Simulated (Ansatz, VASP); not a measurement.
## BN in VASP and in Ansatz

```xyz
4
Lattice="2.5040 0.0000 0.0000 -1.2520 2.1685 0.0000 0.0000 0.0000 6.6612" Properties=species:S:1:pos:R:3 pbc="T T T"
B     0.0000    1.4457    1.6653
B     1.2520    0.7228    4.9959
N     0.0000    1.4457    4.9959
N     1.2520    0.7228    1.6653
```

Alike in both runs: task single point; functional r2SCAN; k mesh 12 × 12 × 4; occupations gaussian, width 0.05 eV; no spin polarisation.

|  | VASP | Ansatz |
| --- | --- | --- |
| version | VASP 6.6.1 | Ansatz 0.2.0 |
| potentials or method | VASP PAW PBE potentials, release 64 (B, N) | scalar-relativistic, plane waves, PAW |
| plane-wave cutoff (eV) | 520 | 500 |
| valence electrons in the cell | 16 | 16 |

```csv
,VASP,Ansatz,Ansatz less VASP
gap on the k mesh at the Fermi level (eV),4.88,4.84,-0.040
least direct gap on the mesh (eV),5.32,5.28,-0.035
pressure (GPa),-0.2,-0.6,-0.39
largest component of the traceless stress (GPa),0.79,1.46,+0.670
```

With one functional, cell and mesh, what is left measures potentials, basis and numerics.

Caveats: the PAW data sets were made with another functional, which shifts forces and pressure a little (VASP). r2SCAN opens gaps a little over a GGA but as a rule still falls short of measured ones. A k mesh can miss the band edges.
